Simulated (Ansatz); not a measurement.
# C: energy and pressure over a range of volumes

An exercise on one series of results from a longer session: the logs are not shown, and one member is left open.

Computed with Ansatz 0.2.0 (DFT PBE, scalar-relativistic, unless a step's input says otherwise).

## The system as given

The structure is trigonal, space group R-3m (No. 166). The conventional cell has a = 2.460 Å, b = 2.460 Å, c = 33.450 Å, α = 90.00°, β = 90.00°, γ = 120.00°. Around C (site symmetry 3m) lie 3 C at 1.42 Å.

Coordinates:

```cif
data_structure
_symmetry_space_group_name_H-M 'P 1'
_symmetry_Int_Tables_number 1
_cell_length_a 11.2401
_cell_length_b 11.2401
_cell_length_c 11.2401
_cell_angle_alpha 12.565
_cell_angle_beta 12.565
_cell_angle_gamma 12.565
_cell_volume 58.44
loop_
_atom_site_label
_atom_site_type_symbol
_atom_site_fract_x
_atom_site_fract_y
_atom_site_fract_z
_atom_site_occupancy
C1 C 0.05000 0.05000 0.05000 1
C2 C 0.95000 0.95000 0.95000 1
C3 C 0.28300 0.28300 0.28300 1
C4 C 0.71700 0.71700 0.71700 1
```

Atoms are numbered in the order of the input: C1, C2, C3, C4.

The first run:

The input, input.yaml:

```yaml
crystal:
  lattice:
    - [1.2133758081, 0.7005428494, 10.9993058515]
    - [-1.2133758081, 0.7005428494, 10.9993058515]
    - [0.0, -1.4010856988, 10.9993058515]
  atoms:
    - { symbol: C, position: [0.05, 0.05, 0.05] }
    - { symbol: C, position: [0.95, 0.95, 0.95] }
    - { symbol: C, position: [0.283, 0.283, 0.283] }
    - { symbol: C, position: [0.717, 0.717, 0.717] }
kpoints:
  mp_grid: { grid: [15, 15, 15] }
  band_path:
    path:
      - [0.0, 0.0, 0.0]
      - [0.5, 0.5, 0.5]
      - [0.8306290786, 0.1693709214, 0.5]
      - [0.5, -0.1693709214, 0.1693709214]
      - [0.5, 0.0, 0.0]
      - [0.0, 0.0, 0.0]
      - [0.3346854607, -0.3346854607, 0.0]
      - [0.6653145393, 0.0, 0.3346854607]
      - [0.5, 0.0, 0.5]
    npoints: 5
scf:
  occupations: { method: fermi_dirac, width: 0.08 }
hamiltonian:
  xc: pbe
  pseudopotentials: { kind: all_electron, lapw: { basis_error: 0.001 } }
output:
  forces: true
  stress: true
  eigenvalues: true
```

Run with:

```sh
$ ansatz run input.yaml --threads 1 --pin off --max-ram 4096MiB --backend cpu --events-out ev --progress --plain --runs-dir out
```

Steps of the session up to this table: Volume × 0.96, LAPW; Volume × 0.96, PAW; Volume × 0.96, crystal datasets; Volume × 0.99, LAPW; Volume × 0.99, PAW; Volume × 0.99, crystal datasets; Volume × 1.02, LAPW; Volume × 1.02, PAW; Volume × 1.02, crystal datasets; Volume × 1.06, LAPW; Volume × 1.06, PAW; Volume × 1.06, crystal datasets.

One of the session's tables, all rows but one given; the rest of the session is left out.

It belongs to the step «The equation of state». 

```
          method  volume (Å³/atom)  largest force (eV/Å)
            LAPW            14.024                 0.234
            LAPW            14.463                 0.232
            LAPW            14.901                 0.230
            LAPW            15.485                 0.226
             PAW            14.024                 0.234
             PAW            14.463                 0.232
             PAW            14.901                     ?
             PAW            15.485                 0.226
crystal datasets            14.024                 0.234
crystal datasets            14.463                 0.232
crystal datasets            14.901                 0.230
crystal datasets            15.485                 0.226
```

Q: Estimate the row for PAW, 14.901 from the others.

As computed: largest force (eV/Å): 0.229. In the column «largest force (eV/Å)» it lies between crystal datasets, 15.485 (0.226) and LAPW, 14.901 (0.230).

Limits of these values: Warnings in the runs' records: crystal datasets made, xc potential rough in thin density.
